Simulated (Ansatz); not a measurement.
A plane-wave DFT run in Ansatz 0.2.0 (scalar-relativistic PAW potentials unless the input names others): input and command.

```yaml
crystal:
  lattice:
    - [0.0, 3.2364, 3.284946]
    - [3.2364, 0.0, 3.284946]
    - [3.2364, 3.2364, 0.0]
  atoms:
    - { symbol: Na, position: [0.0, 0.0, 0.0] }
    - { symbol: I, position: [0.5, 0.5, 0.5] }
basis:
  ecutwfc: "700 eV"
kpoints:
  mp_grid: { grid: [6, 6, 6] }
hamiltonian:
  xc: pbe
scf:
  occupations: { method: gaussian, width: 0.05 }
output:
  forces: true
  eigenvalues: true
  stress: true
```

```bash
ansatz run input.yaml --threads 1 --pin off --max-ram 1228MiB --backend cpu --events-out ev --progress --plain --runs-dir out
```

Abridged log:
```
Pseudopotentials: kind: paw
Pseudopotential: Na, paw, valence charge 9, recommended cutoff 420 eV (normal)
Pseudopotential: I, paw, valence charge 17, recommended cutoff 420 eV (normal)
Functional definition: PBE
Crystal: 2 atoms, lattice volume = 68.815 Å³
Basis set: ecut = 700 eV, 2879 PW (Γ), exchange–correlation on 80×80×80 points (8 copies of the dense FFT grid, shifted against one another)
Bands: 17, of which v1, the nominal top of the filled ones, is band 13 counted from 1 (12 counted from 0)
Symmetry: 16 space group operations
Space group: I4/mmm (ITA 139), of the structure as read, at distance tolerance 4.1e-5 Å
k-points: 30 of 216
Initial density: superposition of atomic densities (neutral atoms: chi_scale 0, normalization atom), corrected by the library's trained network
Initial wavefunctions: pseudopotential atomic-orbital guess
Functional: x = pbe(κ = 0.804, μ = 0.21951497), c = pbe(β = 0.06672455)
SCF iter   1: F=—  HF=-9001.885481 eV  |F-HF|=—  |Δ(HF+E_count)|=         —  Δρ=5.28e-4  dr2=4.14e-4  ethr=1.77e-3  ⟨swp⟩=6.1  Hψ=2749  notcnv=0
SCF iter   2: F=—  HF=-9001.885810 eV  |F-HF|=—  |Δ(HF+E_count)|=   3.29e-4  Δρ=7.94e-4  dr2=9.95e-4  ethr=1.59e-6  ⟨swp⟩=3.1  Hψ=1287  notcnv=0
SCF iter   3: F=—  HF=-9001.885572 eV  |F-HF|=—  |Δ(HF+E_count)|=   2.38e-4  Δρ=4.90e-4  dr2=3.69e-4  ethr=1.59e-6  ⟨swp⟩=2.1  Hψ=635  notcnv=0
SCF iter   4: F=—  HF=-9001.885483 eV  |F-HF|=—  |Δ(HF+E_count)|=   8.94e-5  Δρ=1.94e-4  dr2=5.41e-5  ethr=1.42e-6  ⟨swp⟩=2.0  Hψ=622  notcnv=0
SCF iter   5: F=—  HF=-9001.885474 eV  |F-HF|=—  |Δ(HF+E_count)|=   9.08e-6  Δρ=2.71e-5  dr2=1.15e-6  ethr=2.08e-7  ⟨swp⟩=2.6  Hψ=824  notcnv=0
SCF iter   6: F=—  HF=-9001.885473 eV  |F-HF|=—  |Δ(HF+E_count)|=   3.49e-7  Δρ=1.65e-5  dr2=4.09e-7  ethr=4.42e-9  ⟨swp⟩=2.3  Hψ=773  notcnv=0
SCF iter   7: F=—  HF=-9001.885473 eV  |F-HF|=—  |Δ(HF+E_count)|=   1.11e-7  Δρ=8.87e-6  dr2=1.31e-7  ethr=1.57e-9  ⟨swp⟩=1.0  Hψ=510  notcnv=0
SCF iter   8: F=-9001.885473 eV  HF=-9001.885473 eV  |F-HF|=5.11e-9  |Δ(HF+E_count)|=   3.90e-8  Δρ=2.28e-6  dr2=6.93e-9  ethr=3.85e-10  ⟨swp⟩=5.3  Hψ=2072  notcnv=0
SCF 1 converged in 8 iterations: F = -9001.885473 eV  dr2 = 6.93e-9
SCF converged after 8 iterations
Free energy (F): -9001.885473 eV
Harris-Foulkes:  -9001.885473 eV  (|F-HF|=5.11e-9)
Internal energy: -9001.885473 eV  (E = F + TS)
E sigma→0 (E₀):  -9001.885473 eV
Fermi energy:    4.706870 eV
--- Forces (eV/Å), atoms counted from 1 ---
  atom   1  Na     0.00000000     0.00000000     0.00000000
  atom   2  I      0.00000000     0.00000000     0.00000000
--- Stress (GPa, compression-positive) ---
        0.297881       0.000000       0.000000
        0.000000       0.297881       0.000000
        0.000000       0.000000      -0.038333
  P = ⅓ Tr σ = 0.1858 GPa (1.858 kbar)
```

Apart from outputs and empty bands, the input differs from a reference run on usual settings in basis.ecutwfc: 420 → "700 eV". The reference, at the same geometry (not necessarily relaxed), gave pressure 0.18 GPa, largest force 0.000 eV/Å, gap on the mesh 3.59 eV. This run converged in 8 SCF iterations (reference: 7) with an energy at zero smearing 0.87 meV/atom below the reference's, pressure 0.19 GPa, largest force 0.000 eV/Å, gap on the mesh 3.59 eV.

It took 7.5 s on 1 thread of Arm Neoverse N1, with other jobs on the host, peak memory 0.42 GiB.